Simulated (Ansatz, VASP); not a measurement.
## Sn: VASP beside Ansatz

```
CELL_PARAMETERS angstrom
0.00000 3.31051 3.24560
3.31051 0.00000 3.24560
3.31051 3.31051 0.00000
ATOMIC_POSITIONS crystal
Sn 0.50000 0.50000 0.50000
Sn 0.75000 0.75000 0.75000
```

Change from the starting cell: x and y stretched by +2 %, z held.

Alike in both runs: task single point; functional PBE; k mesh 9 × 9 × 9; occupations fermi-dirac, width 0.03 eV; no spin polarisation.

|  | VASP | Ansatz |
| --- | --- | --- |
| version | VASP 6.6.1 | Ansatz 0.2.0 |
| potentials or method | VASP PAW PBE potentials, release 64 (Sn_d), cutoff 520 eV | all-electron LAPW, scalar-relativistic |

VASP gave:

- pressure (GPa): 1.3
- largest component of the traceless stress (GPa): 0.36

Q: What did Ansatz give for the same quantities?

A: Pressure (GPa): 1.4; largest component of the traceless stress (GPa): 0.36.

Ansatz ran all-electron here, so the differences hold the error of VASP's frozen core and of both bases.
